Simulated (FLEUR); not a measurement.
ZnS: single point with Wu-Cohen GGA

**Measured values to compare with.**

“Electronic, vibrational, and thermodynamic properties of ZnS (zincblende and rocksalt structure)”, 2009, arxiv:0911.5022 quotes, for a bulk crystal of ZnS at 19 K: band gap 3.85 eV (direct).

Crystal: ZnS.

```xyz
2
Lattice="0.0000 2.7020 2.7020 2.7020 0.0000 2.7020 2.7020 2.7020 0.0000" Properties=species:S:1:pos:R:3 pbc="T T T"
Zn    4.0530    4.0530    4.0530
S     0.0000    0.0000    0.0000
```

| Item | Value |
| --- | --- |
| Program | FLEUR MaX-R8.1 (later development tree) |
| Task | single point |
| Functional | Wu-Cohen GGA |
| Potentials or basis | all-electron |
| Basis | FLAPW |
| Kmax | 4.32 1/bohr |
| k mesh | 9 × 9 × 9 |
| Occupations | gaussian, width 0.02 eV |
| Spin | no spin polarisation |

| Item | Value |
| --- | --- |
| Band gap on the k mesh | 1.94 eV, direct |
| Valence electrons inside the program's atomic spheres | Zn 18.52; S 3.65 (radii Zn 2.18, S 1.92 bohr) |

Levels at points of the mesh, in eV from the valence-band top:
```csv
k point,band 9,band 10,band 11,band 12,band 13,band 14,band 15,band 16,band 17,band 18
"(0.00, 0.00, 0.00)",-5.89,-5.89,0.00,0.00,0.00,1.94,6.29,6.29,6.29,11.59
```

Core levels (eV from the Fermi level):
```csv
atom,levels
1 Zn,"1s1/2 -9516.7, 2s1/2 -1153.3, 2p1/2 -1015.6, 2p3/2 -991.7"
2 S,"1s1/2 -2397.3, 2s1/2 -204.5, 2p1/2 -150.5, 2p3/2 -149.2"
```

Run time: 46 s on 1 thread of Arm Neoverse V2, with other jobs on the host, peak memory 0.06 GiB.

Measured gap of ZnS: 3.85 eV (direct; 19 K; quoted in “Electronic, vibrational, and thermodynamic properties of ZnS (zincblende and rocksalt structure)”, 2009, arxiv:0911.5022). This calculation gives 1.94 eV (-1.91 eV). The value is that of Wu-Cohen GGA, without temperature or zero-point motion.
